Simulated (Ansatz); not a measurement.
# Mn in Ru(0001), 2x2: scattering by a point defect

Aim: the resistance that Mn in Ru(0001), 2x2 adds to the host.

Program: Ansatz 0.2.0. Level of theory: Ansatz plane-wave DFT, PBE, PAW files, collinear spin; ballistic transport by layer matching (Landauer), zero bias; PAW set soft_1. Results are calculated unless marked as measured.

## (1) Set-up

The cell holds 64 atoms: 63 Ru and 1 Mn. Cell: a = 5.412 Å, b = 5.412 Å, c = 34.255 Å, α = 90.0°, β = 90.0°, γ = 120.0°. It derives from Ru. Regions: lead, 40 atoms (40 Ru); scattering region, 24 atoms (23 Ru and 1 Mn). The structure is stacked along c, and the current runs across the ab planes.

## (2) Transmission at ideal sites

The defect sits in one plane of the supercell, all atoms on ideal sites; the layers about the cell's end are the lead. The mesh across the current, 12×12, is finer than the density's, because channels open and close sharply across the zone. Energies from -0.1 to 0.1 eV in steps of 0.05 eV are too few for the program's thermal sum, so it prints no conductance; for a metal the transmission near the Fermi level serves, at a fraction of the cost.

Input file input.yaml:

```yaml
crystal:
  lattice:
    - [5.4116, 0.0, 0.0]
    - [-2.7058, 4.6865830751, 0.0]
    - [0.0, 0.0, 34.2552]
  atoms:
    - { symbol: Ru, position: [0.1666666667, 0.3333333333, 0.03125] }
    - { symbol: Ru, position: [0.1666666667, 0.8333333333, 0.03125] }
    - { symbol: Ru, position: [0.6666666667, 0.3333333333, 0.03125] }
    - { symbol: Ru, position: [0.6666666667, 0.8333333333, 0.03125] }
    - { symbol: Ru, position: [0.3333333333, 0.1666666667, 0.09375] }
    - { symbol: Ru, position: [0.3333333333, 0.6666666667, 0.09375] }
    - { symbol: Ru, position: [0.8333333333, 0.1666666667, 0.09375] }
    - { symbol: Ru, position: [0.8333333333, 0.6666666667, 0.09375] }
    - { symbol: Ru, position: [0.1666666667, 0.3333333333, 0.15625] }
    - { symbol: Ru, position: [0.1666666667, 0.8333333333, 0.15625] }
    - { symbol: Ru, position: [0.6666666667, 0.3333333333, 0.15625] }
    - { symbol: Ru, position: [0.6666666667, 0.8333333333, 0.15625] }
    - { symbol: Ru, position: [0.3333333333, 0.1666666667, 0.21875] }
    - { symbol: Ru, position: [0.3333333333, 0.6666666667, 0.21875] }
    - { symbol: Ru, position: [0.8333333333, 0.1666666667, 0.21875] }
    - { symbol: Ru, position: [0.8333333333, 0.6666666667, 0.21875] }
    - { symbol: Ru, position: [0.1666666667, 0.3333333333, 0.28125] }
    - { symbol: Ru, position: [0.1666666667, 0.8333333333, 0.28125] }
    - { symbol: Ru, position: [0.6666666667, 0.3333333333, 0.28125] }
    - { symbol: Ru, position: [0.6666666667, 0.8333333333, 0.28125] }
    - { symbol: Ru, position: [0.3333333333, 0.1666666667, 0.34375] }
    - { symbol: Ru, position: [0.3333333333, 0.6666666667, 0.34375] }
    - { symbol: Ru, position: [0.8333333333, 0.1666666667, 0.34375] }
    - { symbol: Ru, position: [0.8333333333, 0.6666666667, 0.34375] }
    - { symbol: Ru, position: [0.1666666667, 0.3333333333, 0.40625] }
    - { symbol: Ru, position: [0.1666666667, 0.8333333333, 0.40625] }
    - { symbol: Ru, position: [0.6666666667, 0.3333333333, 0.40625] }
    - { symbol: Ru, position: [0.6666666667, 0.8333333333, 0.40625] }
    - { symbol: Ru, position: [0.3333333333, 0.1666666667, 0.46875] }
    - { symbol: Ru, position: [0.3333333333, 0.6666666667, 0.46875] }
    - { symbol: Ru, position: [0.8333333333, 0.1666666667, 0.46875] }
    - { symbol: Ru, position: [0.8333333333, 0.6666666667, 0.46875] }
    - { symbol: Mn, position: [0.1666666667, 0.3333333333, 0.53125], spin: 3.5 }
    - { symbol: Ru, position: [0.1666666667, 0.8333333333, 0.53125] }
    - { symbol: Ru, position: [0.6666666667, 0.3333333333, 0.53125] }
    - { symbol: Ru, position: [0.6666666667, 0.8333333333, 0.53125] }
    - { symbol: Ru, position: [0.3333333333, 0.1666666667, 0.59375] }
    - { symbol: Ru, position: [0.3333333333, 0.6666666667, 0.59375] }
    - { symbol: Ru, position: [0.8333333333, 0.1666666667, 0.59375] }
    - { symbol: Ru, position: [0.8333333333, 0.6666666667, 0.59375] }
    - { symbol: Ru, position: [0.1666666667, 0.3333333333, 0.65625] }
    - { symbol: Ru, position: [0.1666666667, 0.8333333333, 0.65625] }
    - { symbol: Ru, position: [0.6666666667, 0.3333333333, 0.65625] }
    - { symbol: Ru, position: [0.6666666667, 0.8333333333, 0.65625] }
    - { symbol: Ru, position: [0.3333333333, 0.1666666667, 0.71875] }
    - { symbol: Ru, position: [0.3333333333, 0.6666666667, 0.71875] }
    - { symbol: Ru, position: [0.8333333333, 0.1666666667, 0.71875] }
    - { symbol: Ru, position: [0.8333333333, 0.6666666667, 0.71875] }
    - { symbol: Ru, position: [0.1666666667, 0.3333333333, 0.78125] }
    - { symbol: Ru, position: [0.1666666667, 0.8333333333, 0.78125] }
    - { symbol: Ru, position: [0.6666666667, 0.3333333333, 0.78125] }
    - { symbol: Ru, position: [0.6666666667, 0.8333333333, 0.78125] }
    - { symbol: Ru, position: [0.3333333333, 0.1666666667, 0.84375] }
    - { symbol: Ru, position: [0.3333333333, 0.6666666667, 0.84375] }
    - { symbol: Ru, position: [0.8333333333, 0.1666666667, 0.84375] }
    - { symbol: Ru, position: [0.8333333333, 0.6666666667, 0.84375] }
    - { symbol: Ru, position: [0.1666666667, 0.3333333333, 0.90625] }
    - { symbol: Ru, position: [0.1666666667, 0.8333333333, 0.90625] }
    - { symbol: Ru, position: [0.6666666667, 0.3333333333, 0.90625] }
    - { symbol: Ru, position: [0.6666666667, 0.8333333333, 0.90625] }
    - { symbol: Ru, position: [0.3333333333, 0.1666666667, 0.96875] }
    - { symbol: Ru, position: [0.3333333333, 0.6666666667, 0.96875] }
    - { symbol: Ru, position: [0.8333333333, 0.1666666667, 0.96875] }
    - { symbol: Ru, position: [0.8333333333, 0.6666666667, 0.96875] }
magnetization:
  spin_polarized: true
kpoints:
  mp_grid: { grid: [5, 5, 1] }
hamiltonian:
  xc: pbe
  pseudopotentials: { kind: paw, azcp: { folder: soft_1 } }
scf:
  occupations: { method: fermi_dirac, width: 0.1 }
output:
  transmission: { leads: [[0, 8]], kmesh: [12, 12], e_range: [-0.1, 0.1], de: 0.05 }
  write_potential: true
  write_density: true
  volumetric_format: npy
  elf: true
```

Launch:

```bash
> ansatz run input.yaml --threads 4 --pin off --max-ram 15360MiB --backend cpu --events-out ev --progress --plain --runs-dir out
```

Numbers of over 12 decimals in the logs are rounded to 6 here.

The log of the run:

```text
Engine: ansatz 0.2.0, x86_64-unknown-linux-gnu
Pseudopotentials: kind: paw
Pseudopotential: Ru, paw, valence charge 16, recommended cutoff 420 eV (normal), soft_1/Ru.paw.azcp
Pseudopotential: Mn, paw, valence charge 15, recommended cutoff 420 eV (normal), soft_1/Mn.paw.azcp
Functional definition: PBE
  parameter kappa = 0.804
  parameter beta = 0.066725
  exchange = pbe_x(kappa = kappa, mu = beta*pi^2/3)
  correlation = pbe_c(beta = beta)
Crystal: 64 atoms, lattice volume = 868.777 Å³
Basis set: ecut = 420 eV, 16909 PW (Γ)
Bands: 616, of which v1, the nominal top of the filled ones, is band 512 counted from 1 (511 counted from 0)
Symmetry: 12 space group operations
Space group: P-6m2 (ITA 187), of the structure as read, at distance tolerance 9.5e-5 Å
Magnetic group: BNS 187.209 (UNI 1439), of the structure as read, at distance tolerance 9.5e-5 Å
k-points: 5 of 25 (time reversal used)
Non-local potential: Ru, projectors of the file, l = 0: 3, l = 1: 2, l = 2: 2, l = 3: 1
Non-local potential: Mn, projectors of the file, l = 0: 3, l = 1: 2, l = 2: 3, l = 3: 1
PAW form: soft (Blöchl's): semilocal exchange-correlation on the pseudo side does not see the compensation charge
PAW one-centre angular grid: Ru, 590 points (default); XC on 64 Gauss nodes
PAW one-centre angular grid: Mn, 590 points (default); XC on 64 Gauss nodes
Initial density: superposition of atomic densities (chi_scale 0.1, normalization cell, long waves of neutral atoms (reshape's long-wave potential 3.48 eV rms, cloud 2.85 Å wide))
Starting moments: Σ|m| = 3.5 μB on 1 of 64 sites
Initial wavefunctions: pseudopotential atomic-orbital guess
[...]
E_vpaw       = -18364.119987  (= ΣTr[D̂ρ^β])
  E_aug_tail   = 0.039420  (compensation charges beyond the density's cutoff)
  E_ewald      = -142515.087480
  E_smearing   = -2.070734  (= −TS)
  E_closure    = -0.000000  (closes the sum)
  Σ components = -374259.407866   (vs F -374259.407866, Δ=0.00e0)
--- Band table (eV; the first three rows and the last of 10) ---
  k-point 0 ↑: bands = [... 508 lower, 23.9721, 23.9744, 23.9839, 23.9839, 24.0000, 24.0059, 24.1094, 24.1094, ... 100 higher]
  k-point 1 ↑: bands = [... 508 lower, 23.3546, 23.6409, 23.6780, 23.7229, 23.7470, 23.7478, 23.7573, 23.7855, ... 100 higher]
  k-point 2 ↑: bands = [... 508 lower, 22.9069, 22.9704, 23.0182, 23.0241, 23.0745, 23.0932, 23.2283, 23.2570, ... 100 higher]
  k-point 4 ↓: bands = [... 508 lower, 22.8788, 22.8914, 22.9308, 22.9433, 23.0284, 23.2152, 23.2293, 23.2399, ... 100 higher]
--- Transmission ---
  basis      : 223 plane waves across, 63 finite elements along
  points     : 19, standing for a mesh of 12 x 12
  energies   : 5 from -0.100000 to 0.100000 eV about the Fermi level, 0.050000 eV apart; the leads are filled to 0.000000 eV, and channels, transmission and decay are at 0.000000 eV
  crystal 0  : Ru8, at the sites [0, 8], period 4.2819 Å, over 32.11 Å; its Hamiltonian steps by up to 2.2 meV
    offset         : up to 0.0000 Å between an atom of the period and one for which it stands
    channels       : 5.930556e0 up, 5.930556e0 down
    conductance    : none, the energies end too early or step too widely for 300 K: set another output.transmission.e_range or a lower de, or, where they end at an eighth of basis.ecutwfc, a higher one
  junction   : crystal 0 to crystal 0, 1.44 to 31.42 Å
    transmission   : 5.282992e0 up, 4.517958e0 down
    conductance    : none, the energies end too early or step too widely for 300 K: set another output.transmission.e_range or a lower de, or, where they end at an eighth of basis.ecutwfc, a higher one
[key lines of the parts left out:]
SCF converged after 21 iterations
Magnetization: 1.1444 μB (512.0722 up, 510.9278 down)
Free energy (F): -374259.407866 eV
Fermi energy:    23.233943 eV
```

Elapsed: 13 min, on 4 threads of Intel Xeon Platinum 8488C (Sapphire Rapids), shared host; peak memory 9.4 GiB.

This step gave:

| Property | Result |
| --- | --- |
| free energy | -374259.4079 eV |
| energy at zero smearing | -374258.3725 eV |
| Fermi energy | 23.23 eV |
| magnetization | 1.144 μB |
| absolute magnetization | 3.540 μB |
| cell area | 25.36 Å² |
| transmission, spin up | 5.283 |
| transmission, spin down | 4.518 |
| open channels, spin up | 5.931 |
| open channels, spin down | 5.931 |
| step of the lead's potential | 2.2 meV |

Per spin. Table of transmission, zone mean by energy, zero at the Fermi level:

```tsv
energy (eV)	T up	T down
-0.1000	5.17	4.55
-0.0500	5.35	4.58
0.0000	5.28	4.52
0.0500	5.22	4.48
0.1000	4.86	4.26
```

Per spin. The open channels, zone mean, lead up = lead down by energy, zero at the Fermi level:

```tsv
energy (eV)	open channels, zone mean, lead up = lead down
-0.1000	5.64
-0.0500	6.01
0.0000	5.93
0.0500	5.81
0.1000	5.22
```

Transmission over k1 and k2. At 0.0000 eV from the Fermi level, spin up.

Ten even steps from '0' (2.9) to '9' (11.5):
```
231001323113
012222210101
002433420011
002347432003
212379973212
232449994423
221237997321
030023474320
011002433420
010101222221
231132310013
220002220002
```
Columns: k1 (b1) from -0.5 to 0.417; rows upwards: k2 (b2) from -0.5 to 0.417.

Open channels over k1 and k2. At 0.0000 eV from the Fermi level, spin up.

Values, 12 rows by 12 columns:
```
 6.0  7.0  5.0  4.0  4.0  5.0  7.0  6.0  7.0  5.0  5.0  7.0
 4.0  5.0  5.0  5.0  5.0  5.0  5.0  5.0  4.0  5.0  4.0  5.0
 3.0  4.0  5.0  7.0  7.0  7.0  7.0  5.0  4.0  3.0  5.0  5.0
 4.0  4.0  5.0  7.0  7.0 11.0  7.0  7.0  5.0  4.0  4.0  7.0
 6.0  5.0  5.0  7.0 11.0 12.0 12.0 11.0  7.0  5.0  5.0  6.0
 6.0  7.0  5.0  7.0  7.0 12.0 12.0 12.0  7.0  7.0  5.0  7.0
 6.0  6.0  5.0  5.0  7.0 11.0 12.0 12.0 11.0  7.0  5.0  5.0
 4.0  7.0  4.0  4.0  5.0  7.0  7.0 11.0  7.0  7.0  5.0  4.0
 3.0  5.0  5.0  3.0  4.0  5.0  7.0  7.0  7.0  7.0  5.0  4.0
 4.0  5.0  4.0  5.0  4.0  5.0  5.0  5.0  5.0  5.0  5.0  5.0
 6.0  7.0  5.0  5.0  7.0  6.0  7.0  5.0  4.0  4.0  5.0  7.0
 6.0  6.0  4.0  3.0  4.0  6.0  6.0  6.0  4.0  3.0  4.0  6.0
```
Columns: k1 (b1) from -0.5 to 0.417; rows upwards: k2 (b2) from -0.5 to 0.417.

Transmission over k1 and k2. At 0.0000 eV from the Fermi level, spin down.

Values, 12 rows by 12 columns:
```
 3.9  4.7  4.3  2.5  2.5  4.3  4.7  3.9  4.4  3.2  3.2  4.4
 2.7  4.3  4.5  4.4  4.3  4.4  4.5  4.3  2.7  3.2  2.7  3.2
 1.7  2.5  4.4  6.1  5.2  5.2  6.1  4.4  2.5  1.7  3.2  3.2
 2.7  2.5  4.3  5.2  6.0  8.8  6.0  5.2  4.3  2.5  2.7  4.4
 3.9  4.3  4.4  5.2  8.8 10.8 10.8  8.8  5.2  4.4  4.3  3.9
 4.5  4.7  4.5  6.1  6.0 10.8 10.8 10.8  6.0  6.1  4.5  4.7
 3.9  3.9  4.3  4.4  5.2  8.8 10.8 10.8  8.8  5.2  4.4  4.3
 2.7  4.4  2.7  2.5  4.3  5.2  6.0  8.8  6.0  5.2  4.3  2.5
 1.7  3.2  3.2  1.7  2.5  4.4  6.1  5.2  5.2  6.1  4.4  2.5
 2.7  3.2  2.7  3.2  2.7  4.3  4.5  4.4  4.3  4.4  4.5  4.3
 3.9  4.4  3.2  3.2  4.4  3.9  4.7  4.3  2.5  2.5  4.3  4.7
 4.5  3.9  2.7  1.7  2.7  3.9  4.5  3.9  2.7  1.7  2.7  3.9
```
Columns: k1 (b1) from -0.5 to 0.417; rows upwards: k2 (b2) from -0.5 to 0.417.

Open channels over k1 and k2. At 0.0000 eV from the Fermi level, spin down.

Values, 12 rows by 12 columns:
```
 6.0  7.0  5.0  4.0  4.0  5.0  7.0  6.0  7.0  5.0  5.0  7.0
 4.0  5.0  5.0  5.0  5.0  5.0  5.0  5.0  4.0  5.0  4.0  5.0
 3.0  4.0  5.0  7.0  7.0  7.0  7.0  5.0  4.0  3.0  5.0  5.0
 4.0  4.0  5.0  7.0  7.0 11.0  7.0  7.0  5.0  4.0  4.0  7.0
 6.0  5.0  5.0  7.0 11.0 12.0 12.0 11.0  7.0  5.0  5.0  6.0
 6.0  7.0  5.0  7.0  7.0 12.0 12.0 12.0  7.0  7.0  5.0  7.0
 6.0  6.0  5.0  5.0  7.0 11.0 12.0 12.0 11.0  7.0  5.0  5.0
 4.0  7.0  4.0  4.0  5.0  7.0  7.0 11.0  7.0  7.0  5.0  4.0
 3.0  5.0  5.0  3.0  4.0  5.0  7.0  7.0  7.0  7.0  5.0  4.0
 4.0  5.0  4.0  5.0  4.0  5.0  5.0  5.0  5.0  5.0  5.0  5.0
 6.0  7.0  5.0  5.0  7.0  6.0  7.0  5.0  4.0  4.0  5.0  7.0
 6.0  6.0  4.0  3.0  4.0  6.0  6.0  6.0  4.0  3.0  4.0  6.0
```
Columns: k1 (b1) from -0.5 to 0.417; rows upwards: k2 (b2) from -0.5 to 0.417.

Spin density in the ca plane at fractional y = 0.333, with atoms of Ru and Mn within 0.2 Å of it.

Ten even steps from '0' (-0.1 e/Å³) to '9' (3.6 e/Å³), each cell a mean:
```
00000000000000000000000000000000000000000000
00000000000000000000000000000000000000000000
00000000000000000000000000000000000000000000
00000000000000000000000000000000000000000000
00000000000000000000000000000000000000000000
00000000000000000000000000000000000000000000
00000000000000000000000000000000000000000000
00000000000000000000000000000000000000000000
00000000000000000000000000000000000000000000
00000000000000000000000001000000000000000000
00000000000000000000000025200000000000000000
00000000000000000000000149400000000000000000
00000000000000000000000024200000000000000000
00000000000000000000000000000000000000000000
```
Columns run along c (16.0 Å, from fractional 0.27 to 0.73 of the cell), rows up along a (5.4 Å). Atoms in or near the plane, at fractional coordinates: Ru at (0.28, 0.17), Ru at (0.28, 0.67), Ru at (0.41, 0.17), Ru at (0.41, 0.67), Mn at (0.53, 0.17), Ru at (0.53, 0.67), Ru at (0.66, 0.17), Ru at (0.66, 0.67).

ELF in the ca plane at fractional y = 0.333, with atoms of Ru and Mn within 0.2 Å of it. It is the smooth field of the valence electrons, not physical close to the nuclei.

Ten even steps from '0' (0.20) to '9' (0.78), each cell a mean:
```
11111013310111111024301110111134201111110133
11111013310111111023201111111133201111110133
24421111111134421111111135311111111244211111
56652111111266641110111366631110111566621111
66562121121365651121111465641211211565621211
56652110011266641110111366631110111466521100
13321111111123311111111134211111111133211111
11111013310111111024201111111034201111110133
11111013310111111023211100011133201111110133
24421111111134421111111001001111111244211111
56652111111266641111120057500211111566621111
66562121121365651121220179710221211565621211
56652110011266641110120046400210111466521100
13321111111123311111111000001111111133211111
```
Columns run along c (16.0 Å, from fractional 0.27 to 0.73 of the cell), rows up along a (5.4 Å). Atoms in or near the plane, at fractional coordinates: Ru at (0.28, 0.17), Ru at (0.28, 0.67), Ru at (0.41, 0.17), Ru at (0.41, 0.67), Mn at (0.53, 0.17), Ru at (0.53, 0.67), Ru at (0.66, 0.17), Ru at (0.66, 0.67).

Valence density in the ca plane at fractional y = 0.333, with atoms of Ru and Mn within 0.2 Å of it. It is the smooth field of the valence electrons, not physical close to the nuclei.

Ten steps, logarithmic in the rise over the least value, from '0' (0 e/Å³) to '9' (26 e/Å³), each cell a mean:
```
01100024320001100134310000000134310011000244
01100024320001100134310011000134210011000233
24431012210134421012110245410122101244310122
57763000000367752000001467641000002577630000
67863000001378752000001578741000002678630000
57752000000257641000001467631000002567520000
24421012210134320012210134310122100234210122
01100024320001100134310001000134310011000244
01100024320001100134310000000134210011000233
24431012210134421012100134200122101244310122
57763000000367752000000378630000002577630000
67863000001378752000000489840000002678630000
57752000000257641000000368620000002567520000
24421012210134320012210023200122100234210122
```
Columns run along c (16.0 Å, from fractional 0.27 to 0.73 of the cell), rows up along a (5.4 Å). Atoms in or near the plane, at fractional coordinates: Ru at (0.28, 0.17), Ru at (0.28, 0.67), Ru at (0.41, 0.17), Ru at (0.41, 0.67), Mn at (0.53, 0.17), Ru at (0.53, 0.67), Ru at (0.66, 0.17), Ru at (0.66, 0.67).

Nearest the Fermi level spin up passes 5.28 of 5.93 channels of the lower lead and spin down 4.52 of 5.93.

## (3) Resistance at ideal sites

This step: Ansatz plane-wave DFT, PBE, PAW files, collinear spin; ballistic transport by layer matching (Landauer), zero bias; area resistance of the defect plane and resistivity an atomic per cent; PAW set soft_1 (Ansatz 0.2.0).

This step gave:

| Property | Result |
| --- | --- |
| area resistance | 0.09528 fΩ m² |
| T over the leads' mean channel count | 0.8291 |
| spin asymmetry γ | 0.4393 (R down - R up) / (R down + R up) |
| resistivity per at.% scaled from this dense plane, with the factor 3/4 for isotropic scattering | 1.335 µΩ cm |

Averaged over the energies near the Fermi level, 82.9 % of the channels pass, which makes 0.0953 fΩ m².

By hand, with means over the energies near the Fermi level: RA per spin = A (h/e²)(1/T − ½[1/N₁ + 1/N₂]); spin up: 25.36×10⁻²⁰ m² × 25 813 Ω × (1/5.284 − ½[1/5.917 + 1/5.917]) = 0.132 fΩ m²; spin down: 25.36×10⁻²⁰ m² × 25 813 Ω × (1/4.526 − ½[1/5.917 + 1/5.917]) = 0.340 fΩ m². The spins conduct in parallel, so 1/RA = 1/0.132 + 1/0.340 and RA = 0.0953 fΩ m²; γ = (0.340 − 0.132)/(0.340 + 0.132) = 0.44.

## (4) Results

```
share of channels that pass, rigid                              : 0.829
area resistance, rigid                                          : 0.0953 fΩ m²
resistivity per at.% from the area resistance, times 3/4, rigid : 1.34 µΩ cm
```

**Reading.** The plane of defects adds 0.095 fΩ m². Scaled to one atomic per cent that is 1.8 µΩ cm as it stands and 1.3 with the factor 3/4 for isotropic scattering on a spherical Fermi surface; with the reflection in place of the resistance taken as linear in the density it would be 1.1. These are rough estimates of the dilute value, not bounds. One Mn in each 2x2 cell reflects 17 % of the lead's channels. The defect scatters spin down more strongly (asymmetry 0.44). The defects form a dense periodic sheet that scatters coherently, unlike a dilute random alloy. T and N are means over the solved energies nearest the Fermi level. One magnetic start was tried, and the two spins conduct in parallel without mixing.

[Logs are printed without paths, hosts, clocks, repeated set-up lines and the standing remarks that a program may print on its own settings, such as how far it seeks lower states.]

[Hosts, paths, dates, database ids (printed as entryN), source tags and the programs' standing remarks are cut or masked in the printed files.]
